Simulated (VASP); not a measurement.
# Ca (Im-3m) in VASP: notebook, part 2 of 3

VASP 6.6.1. Earlier steps stand in the parts before.

## (3) Single point, revPBE

This run uses another cell than the first one, of 38.68 Å³/atom, 0.880 times its volume.

File INCAR:

```
SYSTEM = Ca
PREC = Accurate
ENCUT = 520
EDIFF = 1E-6
ISMEAR = -1
SIGMA = 0.1
LREAL = .FALSE.
LASPH = .TRUE.
NELM = 100
ALGO = Normal
ISIF = 2
LWAVE = .FALSE.
LCHARG = .FALSE.
GGA = RE
NBANDS = 11
```

File KPOINTS:

```
regular mesh
0
G
  11 11 11
  0 0 0
```

File POSCAR:

```
Ca
1.0
   -2.1305507413      2.1305507413      2.1305507413
    2.1305507413     -2.1305507413      2.1305507413
    2.1305507413      2.1305507413     -2.1305507413
Ca
1
Direct
    0.0000000000      0.0000000000      0.0000000000
```

Potentials or basis: VASP PAW PBE potentials, release 64 (Ca_sv).

Launch:

```sh
$ cat potpaw_PBE.64/Ca_sv/POTCAR > POTCAR
$ mpirun -np 1 vasp_std > vasp.out
```

OUTCAR:

```text
SYSTEM = Ca
   PREC = Accurate
   ENCUT = 520
   EDIFF = 1E-6
   ISMEAR = -1
   LREAL = .FALSE.
   LASPH = .TRUE.
   NELM = 100
   ISIF = 2
   GGA = RE

 ion  position               nearest neighbor table
   1  0.000  0.000  0.000-

  LATTYP: Found a body centered cubic cell.
 ALAT       =     4.2611014826

  Lattice vectors:

 A1 = (  -2.1305507413,   2.1305507413,   2.1305507413)
 A2 = (   2.1305507413,  -2.1305507413,   2.1305507413)
 A3 = (   2.1305507413,   2.1305507413,  -2.1305507413)

Analysis of symmetry for initial positions (statically):
=====================================================================
 Subroutine PRICEL returns:
 Original cell was already a primitive cell.

 Routine SETGRP: Setting up the symmetry group for a
 body centered cubic supercell.

 Subroutine GETGRP returns: Found 48 space group operations
 (whereof 48 operations were pure point group operations)
 out of a pool of 48 trial point group operations.

The static configuration has the point symmetry O_h .

Analysis of symmetry for dynamics (positions and initial velocities):
=====================================================================
 Subroutine PRICEL returns:
 Original cell was already a primitive cell.

 Routine SETGRP: Setting up the symmetry group for a
 body centered cubic supercell.

 Subroutine GETGRP returns: Found 48 space group operations
 (whereof 48 operations were pure point group operations)
 out of a pool of 48 trial point group operations.

The dynamic configuration has the point symmetry O_h .

 Subroutine INISYM returns: Found 48 space group operations
 (whereof 48 operations are pure point group operations),
 and found     1 'primitive' translations

----------------------------------------------------------------------------------------

                                     Primitive cell

  volume of cell :      38.6844

  direct lattice vectors                    reciprocal lattice vectors
    -2.130550741  2.130550741  2.130550741     0.000000000  0.234681104  0.234681104
     2.130550741 -2.130550741  2.130550741     0.234681104  0.000000000  0.234681104
     2.130550741  2.130550741 -2.130550741     0.234681104  0.234681104  0.000000000

  length of vectors
     3.690222132  3.690222132  3.690222132     0.331889200  0.331889200  0.331889200

  position of ions in fractional coordinates (direct lattice)
     0.000000000  0.000000000  0.000000000

  ion indices of the primitive-cell ions
   primitive index   ion index
                 1           1

----------------------------------------------------------------------------------------

 KPOINTS: regular mesh

Automatic generation of k-mesh.
 Grid dimensions read from file:
 generate k-points for:   11   11   11

 Generating k-lattice:

  Cartesian coordinates                     Fractional coordinates (reciprocal lattice)
     0.000000000  0.021334646  0.021334646     0.090909091  0.000000000  0.000000000
     0.021334646  0.000000000  0.021334646     0.000000000  0.090909091  0.000000000
     0.021334646  0.021334646  0.000000000     0.000000000  0.000000000  0.090909091

  Length of vectors
     0.030171745  0.030171745  0.030171745

  Shift w.r.t. Gamma in fractional coordinates (k-lattice)
     0.000000000  0.000000000  0.000000000

 Subroutine IBZKPT returns following result:
 ===========================================

 Found     56 irreducible k-points:

 Following reciprocal coordinates:
            Coordinates               Weight
  0.000000  0.000000  0.000000      1.000000
  0.090909  0.000000  0.000000     12.000000
  0.181818  0.000000  0.000000     12.000000
  0.272727  0.000000  0.000000     12.000000
  0.363636  0.000000  0.000000     12.000000
  0.454545  0.000000  0.000000     12.000000
[... 16 lines left out ...]
  0.272727  0.181818  0.090909     48.000000
  0.363636  0.181818  0.090909     24.000000
 [... further k-points ...]
   k-points           NKPTS =     56   k-points in BZ     NKDIM =     56   number of bands    NBANDS=     11
   number of dos      NEDOS =    301   number of ions     NIONS =      1
   total plane-waves  NPLWV =  21952
   dimension x,y,z NGX =    28 NGY =   28 NGZ =   28
   dimension x,y,z NGXF=    56 NGYF=   56 NGZF=   56
   ions per type =               1
   NGX,Y,Z   is equivalent  to a cutoff of  12.61, 12.61, 12.61 a.u.
   NGXF,Y,Z  is equivalent  to a cutoff of  25.23, 25.23, 25.23 a.u.
 SYSTEM =  Ca
   PREC   = accura    normal or accurate (medium, high low for compatibility)
   ISTART =      0    job   : 0-new  1-cont  2-samecut
   ICHARG =      2    charge: 1-file 2-atom 10-const
   ISPIN  =      1    spin polarized calculation?
   LNONCOLLINEAR =      F non collinear calculations
   LSORBIT =      F    spin-orbit coupling
   LASPH  =      T    aspherical Exc in radial PAW
   ENCUT  =  520.0 eV  38.22 Ry    6.18 a.u.   6.86  6.86  6.86*2*pi/ulx,y,z
   NELM   =    100;   NELMIN=  2; NELMDL= -5     # of ELM steps
   EDIFF  = 0.1E-05   stopping-criterion for ELM
   LREAL  =      F    real-space projection
   EDIFFG = 0.1E-04   stopping-criterion for IOM
   NSW    =      0    number of steps for IOM
   IBRION =     -1    ionic relax: 0-MD 1-quasi-New 2-CG
   NFREE  =      0    steps in history (QN), initial steepest desc. (CG)
   ISIF   =      2    stress and relaxation
   ISYM   =      2    0-nonsym 1-usesym 2-fastsym
   POTIM  = 0.5000    time-step for ionic-motion
   TEBEG  =    0.0;   TEEND  =   0.0 temperature during run
   PSTRESS=    0.0 pullay stress
   NELECT =      10.0000    total number of electrons
   NUPDOWN=      -1.0000    fix difference up-down
   EMIN   =  10.00;   EMAX   =-10.00  energy-range for DOS
   EFERMI =   0.00;   METHOD = LEGACY
   ISMEAR =    -1;   SIGMA  =   0.10  broadening in eV -4-tet -1-fermi 0-gaus
   EFERMI_NEDOS =   21; number of points for ismear=-14 and -15
   IALGO  =     38    algorithm
   IMIX   =      4    mixing-type and parameters
     AMIX     =   0.40;   BMIX     =  1.00
     AMIX_MAG =   1.60;   BMIX_MAG =  1.00
  volume/ion in A,a.u.               =      38.68       261.06
  Fermi-wavevector in a.u.,A,eV,Ry     =   1.042869  1.970736 14.797357  1.087575
  Thomas-Fermi vector in A             =   2.177553
   LORBIT       =      0    0 simple, 1 ext, 2 COOP (PROOUT), +10 PAW based schemes
   GGA     = RE    functional components
   LHFCALC =     F    Hartree Fock is set to
   AEXX    =    0.0000 exact exchange contribution
   IVDW    =     0    specifies the selected vdW correction
   LEPSILON=     F    determine dielectric tensor
   LRPA    =     F    only Hartree local field effects (RPA)
 non-spin polarized calculation
  energy-cutoff  :      520.00
  volume of cell :       38.68
 maximum number of plane-waves:      1055
   NGX = 13   NGY = 13   NGZ = 13

 number of electron      10.0000000 magnetization

 number of electron       9.9999997 magnetization

 Free energy of the ion-electron system (eV)
  ---------------------------------------------------
  ext. energy  EPLUGINS =         0.00000000
  ---------------------------------------------------
  free energy    TOTEN  =        -1.73423381 eV

  energy without entropy =       -1.68691011  energy(sigma->0) =       -1.71057196

 E-fermi :   2.4329     XC(G=0):  -7.9066

 val. band max:        2.4240514233   @ k =   0.3636   0.2727   0.0000
 cond. band min:       2.4411770346   @ k =  -0.4545  -0.4545   0.2727
 fundamental gap:      0.0171256113
 Fermi energy:         2.4329351711

 k-point     1 :       0.0000    0.0000    0.0000
  band No.  band energies     occupation
      1     -39.4807      2.00000
      2     -20.3400      2.00000
      3     -20.3400      2.00000
      4     -20.3400      2.00000
      5      -1.7654      2.00000
      6       4.9219      0.00000
      7       4.9219      0.00000
      8       4.9219      0.00000
      9       6.0606      0.00000
     10       6.0606      0.00000
     11      13.0688      0.00000
[... 309 lines left out ...]
 k-point    24 :       0.3636    0.1818    0.0909
  band No.  band energies     occupation
      1     -39.4578      2.00000
      2     -20.4948      2.00000
      3     -20.4248      2.00000
      4     -20.3693      2.00000
      5       2.1820      1.84960
      6       2.5500      0.47338
      7       3.3554      0.00020
      8       6.1957      0.00000
      9       6.3986      0.00000
     10       7.6648      0.00000
     11       7.7947      0.00000

 [... further k-points ...]

------------------------ aborting loop because EDIFF is reached ----------------------------------------

  FORCE on cell =-STRESS in cart. coord.  units (eV):
  Direction    XX          YY          ZZ          XY          YZ          ZX
  --------------------------------------------------------------------------------------
  -------------------------------------------------------------------------------------
  Total        0.6100683      0.6100683      0.6100683      0.0000000      0.0000000      0.0000000
  in kB       25.2669837     25.2669837     25.2669837      0.0000000      0.0000000      0.0000000
  external PRESSURE =      25.2669837 kB  Pullay stress =       0.0000000 kB

 VOLUME and BASIS-vectors are now :
 -----------------------------------------------------------------------------
  energy-cutoff  :      520.00
  volume of cell :       38.68
      direct lattice vectors                 reciprocal lattice vectors
    -2.130550741  2.130550741  2.130550741     0.000000000  0.234681104  0.234681104
     2.130550741 -2.130550741  2.130550741     0.234681104  0.000000000  0.234681104
     2.130550741  2.130550741 -2.130550741     0.234681104  0.234681104  0.000000000

 POSITION                                       TOTAL-FORCE (eV/Angst)
 -----------------------------------------------------------------------------------
      0.00000      0.00000      0.00000        -0.000000     -0.000000      0.000000
 -----------------------------------------------------------------------------------
    total drift:                               -0.000000     -0.000000     -0.000000

  FREE ENERGIE OF THE ION-ELECTRON SYSTEM (eV)
  ---------------------------------------------------
  free  energy   TOTEN  =        -1.7342338109 eV

  energy  without entropy=       -1.6869101090  energy(sigma->0) =       -1.71057196
```

OSZICAR:

```text
N       E                     dE             d eps       ncg     rms          rms(c)
DAV:   1     0.674128632242E+02    0.67413E+02   -0.50409E+03  1232   0.831E+02
DAV:   2    -0.105994069868E+00   -0.67519E+02   -0.66835E+02  1352   0.209E+02
DAV:   3    -0.164980944918E+01   -0.15438E+01   -0.15245E+01  1704   0.317E+01
DAV:   4    -0.174512959404E+01   -0.95320E-01   -0.94770E-01  1670   0.574E+00
DAV:   5    -0.174656212445E+01   -0.14325E-02   -0.14324E-02  1692   0.666E-01    0.218E+00
DAV:   6    -0.173604432402E+01    0.10518E-01   -0.14752E-02  1524   0.130E+00    0.134E+00
DAV:   7    -0.173472047699E+01    0.13238E-02   -0.21406E-02  1430   0.164E+00    0.110E-01
DAV:   8    -0.173420057419E+01    0.51990E-03   -0.22791E-03  1458   0.487E-01    0.212E-02
DAV:   9    -0.173423147762E+01   -0.30903E-04   -0.99136E-05  1611   0.867E-02    0.634E-03
DAV:  10    -0.173423461222E+01   -0.31346E-05   -0.85895E-06  1748   0.254E-02    0.808E-04
DAV:  11    -0.173423381088E+01    0.80133E-06   -0.22477E-07   970   0.469E-03
   1 F= -.17342338E+01 E0= -.17105720E+01  d E =-.473237E-01
```

stdout:

```text
POSCAR found type information on POSCAR Ca
 POSCAR found :  1 types and       1 ions
 scaLAPACK will be used
 -----------------------------------------------------------------------------
|                                                                             |
|                                                                             |
|     You enforced a specific xc type in the INCAR file but a different       |
|     I HOPE YOU KNOW WHAT YOU ARE DOING!                                     |
|                                                                             |
 -----------------------------------------------------------------------------

 LDA part: xc-table for (Slater+PW92), standard interpolation
 POSCAR, INCAR and KPOINTS ok, starting setup
 FFT: planning ... GRIDC
 FFT: planning ... GRID_SOFT
 FFT: planning ... GRID
 WAVECAR not read
 entering main loop
```

Run time: 15 s. Hardware: 1 thread of Intel Xeon Platinum 8488C (Sapphire Rapids), shared host; peak memory 0.16 GiB.

What came out:

```
Free energy            : -1.7342 eV
Pressure               : 2.5 GPa
Band gap on the k mesh : none (metal or under the smearing width)
```

Caveat: the PAW data sets were made with another functional, which shifts forces and pressure a little.

## (4) Single point, revPBE

File INCAR:

```
ALGO = Normal ; EDIFF = 1E-6
ENCUT = 520 ; GGA = RE
ISIF = 2 ; ISMEAR = -1
LASPH = True ; LCHARG = False
LREAL = False ; LWAVE = False
NBANDS = 11 ; NELM = 80
PREC = Accurate ; SIGMA = 0.1
```

File KPOINTS:

```
k-points
0
Gamma
  11 11 11
```

File POSCAR:

```
Ca
1.0
   -2.2232979001      2.2232979001      2.2232979001
    2.2232979001     -2.2232979001      2.2232979001
    2.2232979001      2.2232979001     -2.2232979001
Ca
1
Direct
    0.0000000000      0.0000000000      0.0000000000
```

Launch:

```sh
$ cat potpaw_PBE.64/Ca_sv/POTCAR > POTCAR
$ mpirun -np 1 vasp_std > vasp.out
```

Run time: 17 s. Hardware: 1 thread of Intel Xeon Platinum 8488C (Sapphire Rapids), shared host; peak memory 0.17 GiB.

Results (log left out):

```
Free energy            : -1.7735 eV
Pressure               : 0.0 GPa
Band gap on the k mesh : none (metal or under the smearing width)
```

Levels at points of the mesh, in eV from the Fermi level:
```csv
k point,band 1,band 2,band 3,band 4,band 5,band 6,band 7,band 8,band 9,band 10
"(0.00, 0.00, 0.00)",-42.22,-23.10,-23.10,-23.10,-3.97,2.30,2.30,2.30,3.31,3.31
```

Caveat: the PAW data sets were made with another functional, which shifts forces and pressure a little.

[end of part 2 of 3]
